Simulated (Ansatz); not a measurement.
A (111) slab of ScAl2 (Fd-3m (No. 227)), 12 planes, outer planes Sc (top) and Al (bottom), with 18 atoms (Sc6Al12) in a surface cell of A = 24.718 Å², as cut from the bulk:

```yaml
crystal:
  lattice:
    - [5.34241, 0.00000, 0.00000]
    - [-2.67120, 4.62666, 0.00000]
    - [0.00000, 0.00000, 26.45040]
  atoms:
    - { symbol: Al, position: [0.83333, 0.16667, 0.28355] }
    - { symbol: Al, position: [0.83333, 0.66667, 0.28355] }
    - { symbol: Al, position: [0.33333, 0.16667, 0.28355] }
    - { symbol: Sc, position: [0.33333, 0.66667, 0.34539] }
    - { symbol: Al, position: [0.66667, 0.33333, 0.36601] }
    - { symbol: Sc, position: [0.00000, 0.00000, 0.38662] }
    - { symbol: Al, position: [0.50000, 0.50000, 0.44846] }
    - { symbol: Al, position: [0.50000, 0.00000, 0.44846] }
    - { symbol: Al, position: [0.00000, 0.50000, 0.44846] }
    - { symbol: Sc, position: [0.00000, 0.00000, 0.51031] }
    - { symbol: Al, position: [0.33333, 0.66667, 0.53092] }
    - { symbol: Sc, position: [0.66667, 0.33333, 0.55154] }
    - { symbol: Al, position: [0.16667, 0.83333, 0.61338] }
    - { symbol: Al, position: [0.16667, 0.33333, 0.61338] }
    - { symbol: Al, position: [0.66667, 0.83333, 0.61338] }
    - { symbol: Sc, position: [0.66667, 0.33333, 0.67522] }
    - { symbol: Al, position: [0.00000, 0.00000, 0.69584] }
    - { symbol: Sc, position: [0.33333, 0.66667, 0.71645] }
```

The calculation used DFT r2SCAN, scalar-relativistic, plane waves, PAW in Ansatz 0.2.0. Plane waves to 500 eV, a k mesh through Γ of 9×9×1 on the computed 18-atom cell and Gaussian smearing (0.10 eV); no spin polarisation. A dipole correction removes the field between periodic images along c.

Against the same 18 atoms in the bulk, the slab as cut lies 4.715 eV higher and the relaxed slab 4.403 eV higher.

(1) Work out the surface energy before and after relaxation.

(2) What is the ideal work of this cut, per area?

Results:

(1) The slab has two faces, so γ = (E_slab − N·E_bulk)/(2A), the mean of both. As cut: 4.715/(2 × 24.718) = 0.0954 eV/Å², and 1 eV/Å² = 16.02 J/m², so γ = 1.53 J/m². Relaxed: 4.403/(2 × 24.718) = 0.0891 eV/Å² = 1.43 J/m². Relaxation recovers 7 % of the cost of cutting.

(2) Griffith's ideal work is 2γ: 3.06 J/m² if the new faces stay rigid, 2.85 J/m² if they relax. Other cuts parallel to this plane can cost less. One thickness was run, 12 planes, so γ can still shift with it.